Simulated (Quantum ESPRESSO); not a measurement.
# CdS (Hawleyite) (F-43m) in Quantum ESPRESSO: a series of runs

One crystal, CdS (Hawleyite), is run at these levels: PBE; tasks: phonons.

All numbers are computed with Quantum ESPRESSO 7.5; they aren't measurements. Logs are shortened: lines on timing, memory, paths and dates and some standing lists are left out, and cuts for length are marked.

## Step 1: The crystal as given

Symmetry: F-43m, No. 216, cubic system. The conventional cell has a = 5.833 Å, b = 5.833 Å, c = 5.833 Å, α = 90.00°, β = 90.00°, γ = 90.00°. Around Cd (site symmetry -43m) lie 4 S at 2.53 Å. Around S (site symmetry -43m) lie 4 Cd at 2.53 Å.

## Step 2: Phonons, PBE, target pressure 80 GPa, at which the enthalpy is minimised

pw.in

```
&CONTROL
  calculation = 'scf'
  prefix = 'pwscf'
  outdir = './tmp'
  pseudo_dir = './pseudo'
  tprnfor = .true.
  tstress = .true.
  disk_io = 'low'
/
&SYSTEM
  ibrav = 0
  nat = 2
  ntyp = 2
  ecutwfc = 45
  ecutrho = 360
  nbnd = 15
  occupations = 'smearing'
  smearing = 'fd'
  degauss = 0.00367493
/
&ELECTRONS
  conv_thr = 4d-10
  electron_maxstep = 120
  mixing_beta = 0.5
/
ATOMIC_SPECIES
Cd   112.4140 cd_pbe_v1.uspp.F.UPF
S     32.0600 s_pbe_v1.4.uspp.F.UPF
CELL_PARAMETERS angstrom
   0.0000000000    2.9165000000    2.9165000000
   2.9165000000    0.0000000000    2.9165000000
   2.9165000000    2.9165000000    0.0000000000
ATOMIC_POSITIONS crystal
Cd     0.0000000000    0.0000000000    0.0000000000
S      0.7500000000    0.7500000000    0.7500000000
K_POINTS automatic
6 6 6 1 1 1
```

relax.in

```
&CONTROL
  calculation = 'vc-relax'
  prefix = 'pwscf'
  outdir = './tmp'
  pseudo_dir = './pseudo'
  tprnfor = .true.
  tstress = .true.
  disk_io = 'low'
  nstep = 40
  forc_conv_thr = 0.0001
  etot_conv_thr = 1d-06
/
&SYSTEM
  ibrav = 0
  nat = 2
  ntyp = 2
  ecutwfc = 45
  ecutrho = 360
  nbnd = 15
  occupations = 'smearing'
  smearing = 'fd'
  degauss = 0.00367493
/
&ELECTRONS
  conv_thr = 4d-10
  electron_maxstep = 120
  mixing_beta = 0.5
/
&IONS
  ion_dynamics = 'bfgs'
/
&CELL
  cell_dynamics = 'bfgs'
  press = 800
  press_conv_thr = 0.2
/
ATOMIC_SPECIES
Cd   112.4140 cd_pbe_v1.uspp.F.UPF
S     32.0600 s_pbe_v1.4.uspp.F.UPF
CELL_PARAMETERS angstrom
   0.0000000000    2.9165000000    2.9165000000
   2.9165000000    0.0000000000    2.9165000000
   2.9165000000    2.9165000000    0.0000000000
ATOMIC_POSITIONS crystal
Cd     0.0000000000    0.0000000000    0.0000000000
S      0.7500000000    0.7500000000    0.7500000000
K_POINTS automatic
6 6 6 1 1 1
```

gamma.in

```
&CONTROL
  calculation = 'bands'
  prefix = 'pwscf'
  outdir = './tmp'
  pseudo_dir = './pseudo'
  disk_io = 'low'
  verbosity = 'high'
/
&SYSTEM
  ibrav = 0
  nat = 2
  ntyp = 2
  ecutwfc = 45
  ecutrho = 360
  nbnd = 15
  occupations = 'smearing'
  smearing = 'fd'
  degauss = 0.00367493
/
&ELECTRONS
  conv_thr = 1d-08
  electron_maxstep = 120
  mixing_beta = 0.5
  diago_full_acc = .true.
  startingwfc = 'random'
/
ATOMIC_SPECIES
Cd   112.4140 cd_pbe_v1.uspp.F.UPF
S     32.0600 s_pbe_v1.4.uspp.F.UPF
CELL_PARAMETERS angstrom
   0.0000000000    2.5187454216    2.5187454216
   2.5187454216    0.0000000000    2.5187454216
   2.5187454216    2.5187454216    0.0000000000
ATOMIC_POSITIONS crystal
Cd     0.0000000000    0.0000000000    0.0000000000
S      0.7500000000    0.7500000000    0.7500000000
K_POINTS crystal
1
0.0 0.0 0.0 1
```

scf2.in

```
&CONTROL
  calculation = 'scf'
  prefix = 'pwscf'
  outdir = './tmp'
  pseudo_dir = './pseudo'
  tprnfor = .true.
  tstress = .true.
  disk_io = 'low'
/
&SYSTEM
  ibrav = 0
  nat = 2
  ntyp = 2
  ecutwfc = 45
  ecutrho = 360
  nbnd = 15
  occupations = 'fixed'
/
&ELECTRONS
  conv_thr = 1d-13
  electron_maxstep = 120
  mixing_beta = 0.5
  startingpot = 'file'
/
ATOMIC_SPECIES
Cd   112.4140 cd_pbe_v1.uspp.F.UPF
S     32.0600 s_pbe_v1.4.uspp.F.UPF
CELL_PARAMETERS angstrom
   0.0000000000    2.5187454216    2.5187454216
   2.5187454216    0.0000000000    2.5187454216
   2.5187454216    2.5187454216    0.0000000000
ATOMIC_POSITIONS crystal
Cd     0.0000000000    0.0000000000    0.0000000000
S      0.7500000000    0.7500000000    0.7500000000
K_POINTS automatic
6 6 6 1 1 1
```

ph.in

```
phonons of CdS
&INPUTPH
  prefix = 'pwscf'
  outdir = './tmp'
  tr2_ph = 1d-18
  fildyn = 'dyn'
  niter_ph = 90
  alpha_mix(1) = 0.7
  epsil = True
/
0.0000000000 0.0000000000 0.0000000000
```

dynmat.in

```
&INPUT
  fildyn = 'dyn'
  asr = 'crystal'
  lperm = .true.
  filout = 'dynmat.disp'
  fileig = 'dynmat.eig'
/
```

dynmat_lo.in

```
&INPUT
  fildyn = 'dyn'
  asr = 'crystal'
  filout = 'dynmat_lo.disp'
  fileig = 'dynmat_lo.eig'
  q(1) = 0
  q(2) = 0
  q(3) = 1
/
```

Potentials or basis: GBRV 1.5 PBE.

Launch:

```bash
OMP_NUM_THREADS=1 mpirun -n 4 pw.x -nk 4 -in pw.in > pw.out
OMP_NUM_THREADS=1 mpirun -n 4 pw.x -nk 4 -in relax.in > relax.out
OMP_NUM_THREADS=1 mpirun -n 4 pw.x -in gamma.in > gamma.out
OMP_NUM_THREADS=1 mpirun -n 4 pw.x -nk 4 -in scf2.in > scf2.out
OMP_NUM_THREADS=1 mpirun -n 4 ph.x -nk 4 -in ph.in > ph.out
OMP_NUM_THREADS=1 mpirun -n 1 dynmat.x -in dynmat.in > dynmat.out
OMP_NUM_THREADS=1 mpirun -n 1 dynmat.x -in dynmat_lo.in > dynmat_lo.out
```

pw.out:

```text
This program is part of the open-source Quantum ESPRESSO suite
     for quantum simulation of materials; please cite
[... 6 lines left out ...]
     using ibrav=0 with symmetry is DISCOURAGED, use correct ibrav instead

     K-points division:     npool     =       4
     Subspace diagonalization in iterative solution of the eigenvalue problem:
     a serial algorithm will be used

     G-vector sticks info
     --------------------
     sticks:   dense  smooth     PW     G-vecs:    dense   smooth      PW
     Sum        1507     745    241                38709    13635    2421

     Using Slab Decomposition

     bravais-lattice index     =            0
     lattice parameter (alat)  =       7.7943  a.u.
     unit-cell volume          =     334.8209 (a.u.)^3
     number of atoms/cell      =            2
     number of atomic types    =            2
     number of electrons       =        18.00
     number of Kohn-Sham states=           15
     kinetic-energy cutoff     =      45.0000  Ry
     charge density cutoff     =     360.0000  Ry
     scf convergence threshold =      4.0E-10
     mixing beta               =       0.5000
     number of iterations used =            8  plain     mixing
     Exchange-correlation=  SLA  PW   PBX  PBC
                           (   1   4   3   4   0   0   0)

     celldm(1)=   7.794277  celldm(2)=   0.000000  celldm(3)=   0.000000
     celldm(4)=   0.000000  celldm(5)=   0.000000  celldm(6)=   0.000000

     crystal axes: (cart. coord. in units of alat)
               a(1) = (   0.000000   0.707107   0.707107 )
               a(2) = (   0.707107   0.000000   0.707107 )
               a(3) = (   0.707107   0.707107   0.000000 )

     reciprocal axes: (cart. coord. in units 2 pi/alat)
               b(1) = ( -0.707107  0.707107  0.707107 )
               b(2) = (  0.707107 -0.707107  0.707107 )
               b(3) = (  0.707107  0.707107 -0.707107 )

     PseudoPot. # 1 for Cd read from file:
     cd_pbe_v1.uspp.F.UPF
     Pseudo is Ultrasoft + core correction, Zval = 12.0
     Generated by new atomic code, or converted to UPF format
     Using radial grid of  889 points,  6 beta functions with:
                l(1) =   0
                l(2) =   0
                l(3) =   1
                l(4) =   1
                l(5) =   2
                l(6) =   2
     Q(r) pseudized with  6 coefficients,  rinner =    1.000   1.000   1.000
                                                       1.000   1.000

     PseudoPot. # 2 for S  read from file:
     s_pbe_v1.4.uspp.F.UPF
     Pseudo is Ultrasoft + core correction, Zval =  6.0
     Generated by new atomic code, or converted to UPF format
     Using radial grid of  907 points,  6 beta functions with:
                l(1) =   0
                l(2) =   0
                l(3) =   1
                l(4) =   1
                l(5) =   2
                l(6) =   2
     Q(r) pseudized with  8 coefficients,  rinner =    1.300   1.300   1.300
                                                       1.300   1.300

     atomic species   valence    mass     pseudopotential
     Cd               12.00   112.41400     Cd( 1.00)
     S                 6.00    32.06000     S ( 1.00)

     24 Sym. Ops. (no inversion) found

   Cartesian axes

     site n.     atom                  positions (alat units)
         1        Cd     tau(   1) = (   0.0000000   0.0000000   0.0000000  )
         2        S      tau(   2) = (   1.0606602   1.0606602   1.0606602  )

     number of k points=    28  Fermi-Dirac smearing, width (Ry)=  0.0037
                       cart. coord. in units 2pi/alat
        k(    1) = (   0.0589256   0.0589256   0.0589256), wk =   0.0185185
        k(    2) = (   0.1767767   0.1767767  -0.0589256), wk =   0.0555556
        k(    3) = (   0.2946278   0.2946278  -0.1767767), wk =   0.0555556
        k(    4) = (  -0.2946278  -0.2946278   0.4124790), wk =   0.0555556
        k(    5) = (  -0.1767767  -0.1767767   0.2946278), wk =   0.0555556
        k(    6) = (  -0.0589256  -0.0589256   0.1767767), wk =   0.0555556
[... 20 lines left out ...]
        k(   27) = (   0.2946278   0.2946278   0.2946278), wk =   0.0185185
        k(   28) = (  -0.2946278  -0.2946278   0.8838835), wk =   0.0555556

     Dense  grid:    38709 G-vectors     FFT dimensions: (  48,  48,  48)

     Smooth grid:    13635 G-vectors     FFT dimensions: (  36,  36,  36)

     Initial potential from superposition of free atoms

     starting charge      17.4999, renormalised to      18.0000

     negative rho (up, down):  2.029E-02 0.000E+00
     Starting wfcs are   13 randomized atomic wfcs +    2 random wfcs

     Self-consistent Calculation

     iteration #  1     ecut=    45.00 Ry     beta= 0.50
     Davidson diagonalization with overlap
     ethr =  1.00E-02,  avg # of iterations =  6.5

     Threshold (ethr) on eigenvalues was too large:
     Diagonalizing with lowered threshold

     Davidson diagonalization with overlap
     ethr =  6.39E-04,  avg # of iterations =  1.9

     negative rho (up, down):  1.973E-02 0.000E+00

     total energy              =    -138.88034858 Ry
     estimated scf accuracy    <       0.11186643 Ry

     iteration #  2     ecut=    45.00 Ry     beta= 0.50
     Davidson diagonalization with overlap
     ethr =  6.21E-04,  avg # of iterations =  2.2
[... 51 lines left out ...]
     iteration #  8     ecut=    45.00 Ry     beta= 0.50
     Davidson diagonalization with overlap
     ethr =  1.77E-10,  avg # of iterations =  4.2

     negative rho (up, down):  2.035E-02 0.000E+00

     End of self-consistent calculation

          k = 0.0589 0.0589 0.0589 (  1720 PWs)   bands (ev):

    -6.7374  -2.0771  -2.0771  -2.0647  -1.6062  -1.6062   5.0590   5.5720
     5.5720   7.2312  11.9878  12.2237  12.2237  16.7056  16.7056

          k = 0.1768 0.1768-0.0589 (  1723 PWs)   bands (ev):

    -6.6032  -2.0364  -2.0187  -1.9332  -1.6182  -1.5915   3.7095   5.0226
     5.4205   8.3260  11.6633  12.5209  12.6269  15.7232  16.4757

          k = 0.2946 0.2946-0.1768 (  1701 PWs)   bands (ev):

    -6.3961  -1.9732  -1.9683  -1.6023  -1.5986  -1.4839   1.9638   4.6315
     5.0218   8.8863  12.2875  12.6567  12.7435  16.3799  16.9694

          k =-0.2946-0.2946 0.4125 (  1713 PWs)   bands (ev):

    -6.3243  -1.9617  -1.9512  -1.5868  -1.5659  -1.2217   1.2832   4.6230
     4.7797   8.9083  12.1985  12.7891  13.2217  16.8052  17.7841

          k =-0.1768-0.1768 0.2946 (  1701 PWs)   bands (ev):
[... 6 lines left out ...]
    -6.6657  -2.0518  -2.0401  -2.0109  -1.6196  -1.5943   4.3319   5.2933
     5.3573   7.9688  11.5357  12.5277  12.5893  15.5873  16.8836

          k = 0.2946 0.0589 0.0589 (  1706 PWs)   bands (ev):

    -6.5416  -1.9938  -1.9720  -1.9160  -1.6288  -1.5739   3.5405   4.8510
     4.8690   8.8689  10.8729  13.0531  13.2386  14.6814  17.1693

          k = 0.4125 0.1768-0.0589 (  1707 PWs)   bands (ev):

    -6.3725  -1.9363  -1.9041  -1.7427  -1.5646  -1.4829   2.4412   4.0765
     4.5711   9.6980  10.8651  12.6732  13.9222  15.3498  17.8399

          k =-0.1768-0.4125 0.5303 (  1710 PWs)   bands (ev):

    -6.2669  -1.9229  -1.8792  -1.6431  -1.5718  -1.1235   1.5223   3.6740
     4.3814   9.9440  11.4059  12.9033  13.9379  16.0700  17.8774

          k =-0.0589-0.2946 0.4125 (  1703 PWs)   bands (ev):

    -6.3274  -1.9303  -1.9140  -1.6586  -1.5870  -1.3396   2.0313   3.6932
     4.7045   9.9142  11.5883  12.2490  13.6675  15.8224  18.1233

          k = 0.0589-0.1768 0.2946 (  1708 PWs)   bands (ev):

    -6.4955  -1.9953  -1.9701  -1.8120  -1.6174  -1.5681   3.0354   4.5633
     5.1046   9.0124  11.3530  12.6209  13.0711  15.2943  17.0871

          k = 0.5303 0.0589 0.0589 (  1708 PWs)   bands (ev):

    -6.2773  -1.8715  -1.8028  -1.7846  -1.5336  -1.3615   2.1408   3.8784
     4.0069   9.5198  10.1471  13.9044  15.0202  15.5084  17.7665

          k =-0.0589-0.5303 0.6482 (  1699 PWs)   bands (ev):

    -6.2088  -1.8700  -1.7925  -1.7121  -1.5456  -1.0854   1.7142   3.3846
     3.7945   9.8619  10.5583  13.9370  14.8445  16.1137  18.2566

          k = 0.0589-0.4125 0.5303 (  1707 PWs)   bands (ev):

    -6.2336  -1.9010  -1.8409  -1.6510  -1.5850  -1.0511   1.6591   3.1681
     4.2054  10.2511  11.3326  13.0342  14.3377  15.5697  17.3204

          k = 0.1768-0.2946 0.4125 (  1710 PWs)   bands (ev):

    -6.3258  -1.9511  -1.9301  -1.6237  -1.5707  -1.2866   1.6051   4.2207
     4.7223   9.3616  11.8334  12.7690  13.2787  16.4700  17.7800

          k =-0.6482 0.0589 0.0589 (  1704 PWs)   bands (ev):

    -6.2082  -1.8716  -1.7502  -1.7443  -1.5247  -1.1676   1.7225   3.6273
     3.7967   9.3551  10.1071  14.5564  15.8200  16.0997  17.9727

          k =-0.5303 0.1768-0.0589 (  1704 PWs)   bands (ev):

    -6.2680  -1.8854  -1.8390  -1.7309  -1.5471  -1.2634   1.9807   3.6548
     4.0725   9.9538  10.5900  13.1044  14.7800  15.6867  18.3109

          k =-0.4125 0.0589 0.0589 (  1703 PWs)   bands (ev):

    -6.3990  -1.9178  -1.8858  -1.8278  -1.5622  -1.5514   2.7905   4.3264
     4.3847   9.5022  10.3296  13.4097  14.0803  14.7615  17.4833

          k = 0.1768 0.1768 0.1768 (  1700 PWs)   bands (ev):

    -6.5500  -2.0161  -2.0161  -1.8427  -1.6012  -1.6012   3.1234   5.2263
     5.2263   8.3785  11.8848  12.6383  12.6383  16.2206  16.2206

          k = 0.2946 0.2946 0.0589 (  1708 PWs)   bands (ev):
[... 21 lines left out ...]
    -6.2520  -1.8925  -1.8631  -1.6665  -1.5761  -1.1353   1.7742   3.3765
     4.1539  10.4610  11.1666  12.4197  14.5533  15.7046  17.8268

          k =-0.0589-0.2946 0.6482 (  1703 PWs)   bands (ev):

    -6.2093  -1.8681  -1.8296  -1.6607  -1.5833  -1.0087   1.7004   3.2286
     3.7186  10.6588  11.0643  12.9171  14.1343  16.2244  18.2818

          k =-0.7660 0.1768 0.1768 (  1708 PWs)   bands (ev):

    -6.2179  -1.8922  -1.8006  -1.6960  -1.5589  -1.0488   1.6706   3.1518
     4.1030   9.8646  11.0553  13.9005  14.5334  15.4062  17.6167

          k = 0.2946 0.2946 0.2946 (  1691 PWs)   bands (ev):

    -6.3618  -1.9717  -1.9717  -1.5739  -1.5739  -1.3602   1.4931   4.9120
     4.9120   8.6155  12.6436  12.6437  12.8475  16.5760  17.4425

          k =-0.2946-0.2946 0.8839 (  1712 PWs)   bands (ev):

    -6.2936  -1.9417  -1.9146  -1.6090  -1.5790  -1.1659   1.4156   3.9691
     4.6620   9.5318  11.7144  13.1554  13.2602  16.8677  17.2381

     the Fermi energy is     6.4227 ev

!    total energy              =    -138.91507199 Ry
     estimated scf accuracy    <          3.5E-10 Ry
     smearing contrib. (-TS)   =      -0.00000000 Ry
     internal energy E=F+TS    =    -138.91507199 Ry

     The total energy is F=E-TS. E is the sum of the following terms:
     one-electron contribution =     -38.36076512 Ry
     hartree contribution      =      32.67176832 Ry
     xc contribution           =     -47.87967488 Ry
     ewald contribution        =     -85.34640031 Ry

     convergence has been achieved in   8 iterations

     negative rho (up, down):  2.035E-02 0.000E+00

     Forces acting on atoms (cartesian axes, Ry/au):

     atom    1 type  1   force =     0.00000000    0.00000000   -0.00000000
     atom    2 type  2   force =     0.00000000    0.00000000    0.00000000

     Total force =     0.000000     Total SCF correction =     0.000000

     Computing stress (Cartesian axis) and pressure

     negative rho (up, down):  2.035E-02 0.000E+00
          total   stress  (Ry/bohr**3)                   (kbar)     P=       31.64
   0.00021511   0.00000000   0.00000000           31.64        0.00        0.00
   0.00000000   0.00021511  -0.00000000            0.00       31.64       -0.00
  -0.00000000   0.00000000   0.00021511           -0.00        0.00       31.64

=------------------------------------------------------------------------------=
   JOB DONE.
=------------------------------------------------------------------------------=
```

Run time: 4.1 min. Hardware: 4 MPI ranks of AMD EPYC (Zen 3), shared host; peak memory 0.44 GiB.

What came out:

```
Free energy                                             : -1886.8002 eV
Relaxed volume                                          : 15.98 Å³/atom
Relaxed cell                                            : a = 3.562 Å, b = 3.562 Å, c = 3.562 Å, α = 60.00°, β = 60.00°, γ = 60.00°
Space group after relaxing (to 0.05 Å)                  : F-43m (No. 216)
Pressure after relaxing                                 : 81.0 GPa
Electronic dielectric tensor (diagonal)                 : 6.63
Born charges (mean of the diagonal)                     : Cd +1.57; S -1.58 e
Highest phonon frequency at Γ, LO-TO splitting left out : 467 cm⁻¹
Static dielectric tensor (diagonal)                     : 7.34
```

The path:
| step | energy change (eV) | largest force (eV/Å) | pressure (GPa) | volume (Å³) |
| --- | --- | --- | --- | --- |
| 1 | 0.0000 | 0.0000 | 3.16 | 49.62 |
| 2 | 2.8596 | 0.0000 | 73.18 | 32.61 |
| 3 | 3.3726 | 0.0000 | 84.47 | 31.56 |
| 4 | 3.1646 | 0.0000 | 79.90 | 31.97 |
| 5 | 3.1693 | 0.0000 | 80.00 | 31.96 |

Final structure:
```
CELL_PARAMETERS angstrom
0.00000 2.51875 2.51875
2.51875 0.00000 2.51875
2.51875 2.51875 0.00000
ATOMIC_POSITIONS crystal
Cd 0.00000 0.00000 0.00000
S 0.75000 0.75000 0.75000
```

Phonon frequencies in cm⁻¹ (negative: imaginary):
| q point | frequencies |
| --- | --- |
| (0.000, 0.000, 0.000) | 0 0 0 467 467 467 |

Electronic dielectric tensor:
```
6.63 0.00 0.00
0.00 6.63 0.00
0.00 0.00 6.63
```

Born effective charge tensors (e):
atom 1, Cd
```
1.57 0.00 0.00
0.00 1.57 0.00
0.00 0.00 1.57
```
atom 2, S
```
-1.58  0.00  0.00
 0.00 -1.58  0.00
 0.00  0.00 -1.58
```

Optical modes at Γ, degenerate ones joined, polar ones without the macroscopic field:
| cm⁻¹ | components | symmetry | active in | IR intensity, summed ((D/Å)²/amu) |
| --- | --- | --- | --- | --- |
| 467 | 3 | T2 | IR and Raman | 6.88 |

Zone-centre frequencies without and with the macroscopic field along z (cm⁻¹):
```
                optical modes in rising order
       without                    467 467 467
with the field                    467 467 491
```

Static dielectric tensor, electrons and zone-centre modes:
```
7.34 0.00 0.00
0.00 7.34 0.00
0.00 0.00 7.34
```

Caveat: the volume moved by over 15 % at a fixed basis, so the end points are rough; the cell is more than 3 GPa from zero pressure, which shifts response properties.

[end of part 1 of 3]
